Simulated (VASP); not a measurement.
# MoSe2 (P6_3/mmc) in VASP: band structure with PBE+D3(BJ)

Aim: the band structure of MoSe2 with PBE+D3(BJ).

Program: VASP 6.6.1. These are calculated values, not measurements. Logs are shortened: lines on timing, memory, paths and dates and some standing lists are left out, and cuts for length are marked.

## Step 1: Starting point

Symmetry: P6_3/mmc, No. 194, hexagonal system. The conventional cell has a = 3.279 Å, b = 3.279 Å, c = 12.732 Å, α = 90.00°, β = 90.00°, γ = 120.00°. Mo (site symmetry -6m2) is surrounded by 6 Se at 2.53 Å. Se (site symmetry 3m) has 3 Mo at 2.53 Å as nearest neighbours.

The cell is a database's computed one.

## Step 2: Band structure, PBE+D3(BJ), collinear spin, ferromagnetic start

Input file INCAR:

```
SYSTEM = MoSe2
PREC = Accurate
ENCUT = 520
EDIFF = 1E-7
ISMEAR = 0
SIGMA = 0.03
LREAL = .FALSE.
LASPH = .TRUE.
NELM = 150
ALGO = Normal
ISIF = 2
LWAVE = .FALSE.
LCHARG = .FALSE.
ISPIN = 2
MAGMOM = 1 1 0 0 0 0
LORBIT = 11
LMAXMIX = 4
GGA = PE
IVDW = 12
NBANDS = 39
AMIX = 0.2
BMIX = 1E-4
AMIX_MAG = 0.8
BMIX_MAG = 1E-4
ICORELEVEL = 1
KPAR = 2
```

Input file KPOINTS:

```
Automatic mesh
0
G
  9 9 2
  0 0 0
```

Input file POSCAR:

```
MoSe2                                   
1.0
    3.2785296122     -0.0000000001     -0.0000000000
   -1.6392648013      2.8392899288      0.0000000000
   -0.0000000000     -0.0000000000     12.7321208038
  Mo              Se            
     2     4
Direct
     0.6666666699999979    0.3333333300000021    0.7500000000000000
     0.3333333300000021    0.6666666699999979    0.2500000000000000
     0.3333333300000021    0.6666666699999979    0.8816136182266667
     0.6666666699999979    0.3333333300000021    0.3816136182266667
     0.3333333300000021    0.6666666699999979    0.6183863817733333
     0.6666666699999979    0.3333333300000021    0.1183863817733333
```

Input file KPOINTS_OPT:

```
explicit points
141
Reciprocal
 0.0000000000  0.0000000000  0.0000000000 1
 0.0357142857  0.0000000000  0.0000000000 1
 0.0714285714  0.0000000000  0.0000000000 1
 0.1071428571  0.0000000000  0.0000000000 1
 0.1428571429  0.0000000000  0.0000000000 1
 0.1785714286  0.0000000000  0.0000000000 1
[... 133 lines left out ...]
 0.5000000000  0.0000000000  0.5000000000 1
 0.5000000000  0.0000000000  0.0000000000 1
```

Potentials or basis: VASP PAW PBE potentials, release 64 (Mo_sv, Se).

The run is started by

```bash
> cat potpaw_PBE.64/Mo_sv/POTCAR potpaw_PBE.64/Se/POTCAR > POTCAR
> mpirun -np 2 vasp_std > vasp.out
```

OUTCAR:

```text
SYSTEM = MoSe2
   PREC = Accurate
   ENCUT = 520
   EDIFF = 1E-7
   ISMEAR = 0
   LREAL = .FALSE.
   LASPH = .TRUE.
   NELM = 150
   ISIF = 2
   ISPIN = 2
   LORBIT = 11
   GGA = PE
   IVDW = 12
   AMIX = 0.2
   AMIX_MAG = 0.8
 IVDW          = 12

 ion  position               nearest neighbor table
   1  0.667  0.333  0.750-   3 2.53   5 2.53   3 2.53   5 2.53   3 2.53   5 2.53
   2  0.333  0.667  0.250-   4 2.53   6 2.53   4 2.53   6 2.53   4 2.53   6 2.53
   3  0.333  0.667  0.882-   1 2.53   1 2.53   1 2.53
   4  0.667  0.333  0.382-   2 2.53   2 2.53   2 2.53
   5  0.333  0.667  0.618-   1 2.53   1 2.53   1 2.53
   6  0.667  0.333  0.118-   2 2.53   2 2.53   2 2.53

  LATTYP: Found a hexagonal cell.
 ALAT       =     3.2785296122
 C/A-ratio  =     3.8834850710

  Lattice vectors:

 A1 = (   3.2785296122,  -0.0000000001,   0.0000000000)
 A2 = (  -1.6392648013,   2.8392899288,   0.0000000000)
 A3 = (   0.0000000000,   0.0000000000,  12.7321208038)

Analysis of symmetry for initial positions (statically):
=====================================================================
 Subroutine PRICEL returns:
 Original cell was already a primitive cell.

 Routine SETGRP: Setting up the symmetry group for a
 hexagonal supercell.

 Subroutine GETGRP returns: Found 24 space group operations
 (whereof 12 operations were pure point group operations)
 out of a pool of 24 trial point group operations.

The static configuration has the point symmetry D_3d.
 The point group associated with its full space group is D_6h.

Analysis of symmetry for dynamics (positions and initial velocities):
=====================================================================
 Subroutine PRICEL returns:
 Original cell was already a primitive cell.

 Routine SETGRP: Setting up the symmetry group for a
 hexagonal supercell.

 Subroutine GETGRP returns: Found 24 space group operations
 (whereof 12 operations were pure point group operations)
 out of a pool of 24 trial point group operations.

The dynamic configuration has the point symmetry D_3d.
 The point group associated with its full space group is D_6h.

Analysis of structural, dynamic, and magnetic symmetry:
=====================================================================
 Subroutine PRICEL returns:
 Original cell was already a primitive cell.

 Routine SETGRP: Setting up the symmetry group for a
 hexagonal supercell.

 Subroutine GETGRP returns: Found 24 space group operations
 (whereof 12 operations were pure point group operations)
 out of a pool of 24 trial point group operations.

The overall configuration has the point symmetry D_3d.
 The point group associated with its full space group is D_6h.

 Subroutine INISYM returns: Found 24 space group operations
 (whereof 12 operations are pure point group operations),
 and found     1 'primitive' translations

----------------------------------------------------------------------------------------

                                     Primitive cell

  volume of cell :     118.5194

  direct lattice vectors                    reciprocal lattice vectors
     3.278529612 -0.000000000  0.000000000     0.305014784  0.176100367  0.000000000
    -1.639264801  2.839289929  0.000000000     0.000000000  0.352200735  0.000000000
     0.000000000  0.000000000 12.732120804     0.000000000  0.000000000  0.078541511

  length of vectors
     3.278529612  3.278529608 12.732120804     0.352200735  0.352200735  0.078541511

  position of ions in fractional coordinates (direct lattice)
     0.666666670  0.333333330  0.750000000
     0.333333330  0.666666670  0.250000000
     0.333333330  0.666666670  0.881613618
     0.666666670  0.333333330  0.381613618
     0.333333330  0.666666670  0.618386382
     0.666666670  0.333333330  0.118386382

  ion indices of the primitive-cell ions
   primitive index   ion index
                 1           1
                 2           2
                 3           3
                 4           4
                 5           5
                 6           6
[... 54 lines left out ...]
   number of dos      NEDOS =    301   number of ions     NIONS =      6
   total plane-waves  NPLWV =  55296
   dimension x,y,z NGX =    24 NGY =   24 NGZ =   96
   dimension x,y,z NGXF=    48 NGYF=   48 NGZF=  192
   ions per type =               2   4
   NGX,Y,Z   is equivalent  to a cutoff of  12.17, 12.17, 12.53 a.u.
   NGXF,Y,Z  is equivalent  to a cutoff of  24.34, 24.34, 25.07 a.u.
 SYSTEM =  MoSe2
   PREC   = accura    normal or accurate (medium, high low for compatibility)
   ISTART =      0    job   : 0-new  1-cont  2-samecut
   ICHARG =      2    charge: 1-file 2-atom 10-const
   ISPIN  =      2    spin polarized calculation?
   LNONCOLLINEAR =      F non collinear calculations
   LSORBIT =      F    spin-orbit coupling
   LASPH  =      T    aspherical Exc in radial PAW
   ENCUT  =  520.0 eV  38.22 Ry    6.18 a.u.   6.10  6.10 23.67*2*pi/ulx,y,z
   NELM   =    150;   NELMIN=  2; NELMDL= -5     # of ELM steps
   EDIFF  = 0.1E-06   stopping-criterion for ELM
   LREAL  =      F    real-space projection
[... 7 lines left out ...]
   TEBEG  =    0.0;   TEEND  =   0.0 temperature during run
   PSTRESS=    0.0 pullay stress
   NELECT =      52.0000    total number of electrons
   NUPDOWN=      -1.0000    fix difference up-down
   EMIN   =  10.00;   EMAX   =-10.00  energy-range for DOS
   EFERMI =   0.00;   METHOD = LEGACY
   ISMEAR =     0;   SIGMA  =   0.03  broadening in eV -4-tet -1-fermi 0-gaus
   EFERMI_NEDOS =   21; number of points for ismear=-14 and -15
   IALGO  =     38    algorithm
   IMIX   =      4    mixing-type and parameters
     AMIX     =   0.20;   BMIX     =  0.00
     AMIX_MAG =   0.80;   BMIX_MAG =  0.00
  volume/ion in A,a.u.               =      19.75       133.30
  Fermi-wavevector in a.u.,A,eV,Ry     =   1.243978  2.350778 21.054765  1.547482
  Thomas-Fermi vector in A             =   2.378265
   LORBIT       =     11    0 simple, 1 ext, 2 COOP (PROOUT), +10 PAW based schemes
   GGA     = PE    functional components
   LHFCALC =     F    Hartree Fock is set to
   AEXX    =    0.0000 exact exchange contribution
   IVDW    =    12    specifies the selected vdW correction
   LEPSILON=     F    determine dielectric tensor
   LRPA    =     F    only Hartree local field effects (RPA)
 spin polarized calculation
 Gauss-broadening in eV      SIGMA  =   0.03
  energy-cutoff  :      520.00
  volume of cell :      118.52
 maximum number of plane-waves:      3228
   NGX = 13   NGY = 13   NGZ = 47

 number of electron      52.0000005 magnetization      -0.0001105

 number of electron      52.0000005 magnetization       0.0000059

 Free energy of the ion-electron system (eV)
  ---------------------------------------------------
  ext. energy  EPLUGINS =         0.00000000
  ---------------------------------------------------
  free energy    TOTEN  =       -39.81154762 eV

  energy without entropy =      -39.81154762  energy(sigma->0) =      -39.81154762

 the core state eigenenergies are
   1-  1s -19809.5085  2s  -2789.6528  2p  -2492.6563  3s   -466.8627  3p   -369.5696
       3d   -211.3899
   2-  1s -19809.5085  2s  -2789.6528  2p  -2492.6563  3s   -466.8627  3p   -369.5696
       3d   -211.3899
   3-  1s -12491.0130  2s  -1594.5327  2p  -1400.8794  3s   -201.2779  3p   -140.7509
       3d    -40.9400
   4-  1s -12491.0130  2s  -1594.5327  2p  -1400.8794  3s   -201.2779  3p   -140.7509
       3d    -40.9400
   5-  1s -12491.0130  2s  -1594.5327  2p  -1400.8794  3s   -201.2779  3p   -140.7509
       3d    -40.9400
   6-  1s -12491.0130  2s  -1594.5327  2p  -1400.8794  3s   -201.2779  3p   -140.7509
       3d    -40.9400

 E-fermi :   6.8617     XC(G=0): -10.8288

 val. band max:        6.7165247033   @ k =   0.0000   0.0000   0.0000
 cond. band min:       7.5616986409   @ k =   0.2222   0.1111   0.0000
 fundamental gap:      0.8451739376
 Fermi energy:         6.8616593879

 spin component 1

 k-point     1 :       0.0000    0.0000    0.0000
  band No.  band energies     occupation
      1     -54.4864      1.00000
      2     -54.4864      1.00000
      3     -28.6564      1.00000
      4     -28.6563      1.00000
      5     -28.4587      1.00000
      6     -28.4587      1.00000
[... 973 lines left out ...]
     37      13.8075      0.00000
     38      13.8075      0.00000
 Fermi energy:         6.8616593879

 spin component 2

 k-point     1 :       0.0000    0.0000    0.0000
  band No.  band energies     occupation
      1     -54.4864      1.00000
      2     -54.4864      1.00000
      3     -28.6563      1.00000
      4     -28.6563      1.00000
      5     -28.4587      1.00000
      6     -28.4587      1.00000
[... 973 lines left out ...]
     37      13.8075      0.00000
     38      13.8075      0.00000
 [bands above 38 left out]

------------------------ aborting loop because EDIFF is reached ----------------------------------------

 Edisp (eV)   -2.87236

 E8    (eV) :    -1.2392

  FORCE on cell =-STRESS in cart. coord.  units (eV):
  Direction    XX          YY          ZZ          XY          YZ          ZX
  --------------------------------------------------------------------------------------
  -------------------------------------------------------------------------------------
  Total       0.01562     0.01562     0.01344     0.00000     0.00000     0.00000
  in kB       0.21117     0.21117     0.18167     0.00000     0.00000     0.00000
  external pressure =        0.20 kB  Pullay stress =        0.00 kB

 VOLUME and BASIS-vectors are now :
 -----------------------------------------------------------------------------
  energy-cutoff  :      520.00
  volume of cell :      118.52
      direct lattice vectors                 reciprocal lattice vectors
     3.278529612 -0.000000000  0.000000000     0.305014784  0.176100367  0.000000000
    -1.639264801  2.839289929  0.000000000     0.000000000  0.352200735  0.000000000
     0.000000000  0.000000000 12.732120804     0.000000000  0.000000000  0.078541511

 POSITION                                       TOTAL-FORCE (eV/Angst)
 -----------------------------------------------------------------------------------
      1.63926      0.94643      9.54909        -0.000000      0.000000      0.000000
     -0.00000      1.89286      3.18303         0.000000     -0.000000      0.000000
     -0.00000      1.89286     11.22481        -0.000000      0.000000     -0.001061
      1.63926      0.94643      4.85875         0.000000     -0.000000     -0.001061
     -0.00000      1.89286      7.87337        -0.000000      0.000000      0.001061
      1.63926      0.94643      1.50731         0.000000     -0.000000      0.001061
 -----------------------------------------------------------------------------------
    total drift:                               -0.000013      0.000008     -0.000000

  FREE ENERGIE OF THE ION-ELECTRON SYSTEM (eV)
  ---------------------------------------------------
  free  energy   TOTEN  =       -42.6839071364 eV

  energy  without entropy=      -42.6839071364  energy(sigma->0) =      -42.68390714

 total charge

# of ion       s       p       d       tot
------------------------------------------
    1        2.274   6.186   3.955  12.415
    2        2.274   6.186   3.955  12.415
    3        1.481   2.329   0.066   3.875
    4        1.481   2.329   0.066   3.875
    5        1.481   2.329   0.066   3.875
    6        1.481   2.329   0.066   3.875
--------------------------------------------------
tot         10.471  21.688   8.172  40.331

 magnetization (x)

# of ion       s       p       d       tot
------------------------------------------
    1        0.000   0.000   0.000   0.000
    2        0.000   0.000   0.000   0.000
    3       -0.000  -0.000  -0.000  -0.000
    4       -0.000  -0.000  -0.000  -0.000
    5       -0.000  -0.000  -0.000  -0.000
    6       -0.000  -0.000  -0.000  -0.000
--------------------------------------------------
tot          0.000  -0.000   0.000   0.000
```

It took 7.2 min on 2 MPI ranks of Intel Xeon Platinum 8259CL at 2.50GHz (Skylake/Cascade Lake), shared host; peak memory 0.47 GiB.

What came out:

```yaml
Free_energy: -42.6839 eV
Pressure: 0.0 GPa
Band_gap_on_the_k_mesh: 0.85 eV, indirect (least direct gap 1.46 eV)
Band_gap_along_the_path: 0.74 eV, indirect (least direct gap 1.46 eV)
Net_moment: 0.00 μB per cell
Valence_electrons_inside_the_program's_atomic_spheres: Mo 12.41; Se 3.88
Dispersion_energy_per_atom: -0.479 eV
```

Core levels (eV, on the scale of the bands):
```csv
atom,levels
1 Mo,"1s -19809.5, 2s -2789.7, 2p -2492.7, 3s -466.9, 3p -369.6, 3d -211.4"
2 Mo,"1s -19809.5, 2s -2789.7, 2p -2492.7, 3s -466.9, 3p -369.6, 3d -211.4"
3 Se,"1s -12491.0, 2s -1594.5, 2p -1400.9, 3s -201.3, 3p -140.8, 3d -40.9"
4 Se,"1s -12491.0, 2s -1594.5, 2p -1400.9, 3s -201.3, 3p -140.8, 3d -40.9"
5 Se,"1s -12491.0, 2s -1594.5, 2p -1400.9, 3s -201.3, 3p -140.8, 3d -40.9"
6 Se,"1s -12491.0, 2s -1594.5, 2p -1400.9, 3s -201.3, 3p -140.8, 3d -40.9"
```

Caveat: the mesh misses the band edges, which the band path finds closer together. Expect the measured gap to be larger: semilocal functionals such as PBE lack the derivative discontinuity.
